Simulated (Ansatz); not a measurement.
# How K stores the work of compression

Method: Ansatz, DFT PBE+D3(BJ), scalar-relativistic, plane waves, PAW. Run with 420 eV cutoff, 12×12×12 k-mesh, Gaussian smearing of 0.10 eV, no spin polarisation.

Starting point, cell and atoms relaxed:

```yaml
crystal:
  lattice:
    - [0.00000, 3.25976, 3.25976]
    - [3.25976, 0.00000, 3.25976]
    - [3.25976, 3.25976, 0.00000]
  atoms:
    - { symbol: K, position: [0.00000, 0.00000, 0.00000] }
```

Cell and atoms were relaxed at each target pressure within the start's symmetry (Fm-3m), at zero temperature; other phases can be more stable under pressure. H = E + PV with P the target; E is the free energy at the smearing used, whose derivative the pressure is, per atom and counted from zero pressure. The mesh named is that at zero pressure; some other pressures ran on another.

| P (GPa) | V (Å³/atom) | E − E0 (meV) | H − H0 (meV) |
| --- | --- | --- | --- |
| 0 | 69.276 | 0.0 | 0.0 |
| 2 | 51.834 | 85.4 | 732.5 |
| 5 | 42.135 | 284.9 | 1599.8 |
| 10 | 34.228 | 641.4 | 2777.8 |
| 20 | 25.816 | 1390.3 | 4612.9 |
| 40 | 17.752 | 2859.2 | 7291.2 |

Task: Thermodynamics gives dH/dP = V along a relaxed path. Integrate V over P by the trapezoid rule and compare with the computed enthalpies.

Result: With 1 eV/Å³ = 160.22 GPa, each step adds the mean volume times ΔP / 160.22:
| P (GPa) | ∫V dP (meV) | H − H0 (meV) | difference (meV) |
| --- | --- | --- | --- |
| 2 | 755.9 | 732.5 | 23.4 |
| 5 | 1635.7 | 1599.8 | 35.9 |
| 10 | 2827.2 | 2777.8 | 49.4 |
| 20 | 4701.1 | 4612.9 | 88.1 |
| 40 | 7420.4 | 7291.2 | 129.2 |

V(P) curves upward, so the trapezoid rule runs high; integrating a smooth curve through the same points puts that excess at about 144.0 meV at 40 GPa, against the 129.2 meV found. What is left comes from the shape of V(P) between points this far apart, and from the mesh, the smearing and the stress tolerance.

Task: At 40 GPa, how much of the enthalpy change is stored energy and how much is the PV term?

Result: E rises by 2859 meV/atom and PV is 40 × 17.752 / 160.22 = 4432 meV/atom, so PV makes 61 % of ΔH. So between rival structures at high pressure a small difference in volume can outweigh the difference in energy: 1 % of this volume is worth 44.3 meV/atom at this pressure.

Task: What bulk modulus do the lowest pressures give?

Result: From the pressures that the runs reached, -0.01 GPa (69.276 Å³) and 1.99 GPa (51.834 Å³), B = −ΔP/Δln V = 2.00 / 0.2901 = 7 GPa, a mean over that range.

This fcc form isn't the element's structure at ambient conditions.